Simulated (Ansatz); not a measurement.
SnO₂: how the phase sets the permittivity

Plane-wave DFT in Ansatz, LDA, scalar-relativistic PAW potentials, cutoff 420 eV, no spin-orbit coupling; no spin polarisation. Each structure of SnO₂ was relaxed within its symmetry; other phases aren't compared here. ε∞ and ε0 (at fixed strain) come from linear response and are means of the diagonal.

| space group | atoms in cell | V (Å³/atom) | gap on mesh (eV) | ε∞ | lowest optical mode at Γ (cm⁻¹) |
| --- | --- | --- | --- | --- | --- |
| Pbcn | 12 | 11.62 | 1.50 | 4.66 | 139 |
| P4_2/mnm | 6 | 11.86 | 1.16 | 4.54 | 104 |

Question: Order them by energy. Which have a polar axis, which are stable at Γ, and what static permittivity does each have?

Answer: P4_2/mnm 0 meV/atom, no unique polar axis, stable at Γ, ε0 = 12.0; Pbcn 12 meV/atom, no unique polar axis, stable at Γ, ε0 = 12.6. The mean ε0 hardly changes. Stability at Γ doesn't rule out soft modes elsewhere in the zone; Kohn–Sham gaps are too small and ε∞ as a rule too large. In thin films and nanowires, surface energy, strain and dopants can hold a phase that lies tens of meV per atom above the lowest. Meshes differ between cells, which leaves about 2 meV/atom open.

Cost: about 28 core-minutes for the runs cited, on Oxide Virtual Turin-like Processor (Zen 5), Intel Xeon 6975P-C (Granite Rapids) (shared hosts).